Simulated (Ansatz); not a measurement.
Set up this calculation in Ansatz 0.2.0, as the native input.

```
Task                : single point
Functional          : PBEsol
Potentials or basis : Ansatz PAW
Cutoff              : 420 eV (not typed: the program's choice for these potentials)
k mesh              : 7 × 7 × 7
Occupations         : fermi-dirac, width 0.05 eV
Spin                : no spin polarisation
```

The system is Sb.

```xyz
4
Lattice="-4.0300 4.0300 2.0255 4.0300 -4.0300 2.0255 4.0300 4.0300 -2.0255" Properties=species:S:1:pos:R:3 pbc="T T T"
Sb    1.2192    5.2492    0.0000
Sb    2.8108    1.2192    0.0000
Sb    2.8108   -1.2192    2.0255
Sb    1.2192    2.8108    2.0255
```

This isn't the form of Sb at room conditions, which is rhombohedral.

One way to write it, as run:

input.yaml

```yaml
crystal:
  lattice:
    - [-4.0300106443, 4.0300106443, 2.0254867038]
    - [4.0300106443, -4.0300106443, 2.0254867038]
    - [4.0300106443, 4.0300106443, -2.0254867038]
  atoms:
    - { symbol: Sb, position: [0.65126306, 0.15126306, 0.80252612] }
    - { symbol: Sb, position: [0.15126306, 0.34873694, 0.5] }
    - { symbol: Sb, position: [0.34873694, 0.84873694, 0.19747388] }
    - { symbol: Sb, position: [0.84873694, 0.65126306, 0.5] }
hamiltonian:
  xc: pbesol
  pseudopotentials: { kind: paw }
kpoints:
  mp_grid: { grid: [7, 7, 7] }
scf:
  occupations: { method: fermi_dirac, width: 0.05 }
output:
  forces: true
  stress: true
  eigenvalues: true
```

Potentials or basis: Ansatz PAW.

Launch:

```console
$ ansatz run input.yaml --threads 2 --pin off --max-ram 5632MiB --backend cpu --events-out ev --progress --plain --runs-dir out
```

Results of the run:

* Pressure: -0.7 GPa
* Largest force: 0.044 eV/Å
* Band gap on the k mesh: none (metal or under the smearing width)

Caveat: the PAW data sets come from PBE, with cores solved anew for the run's functional, which leaves a small shift of forces and pressure.

It took 4.5 s on 2 threads of Arm Neoverse V1, with other jobs on the host, peak memory 0.48 GiB.
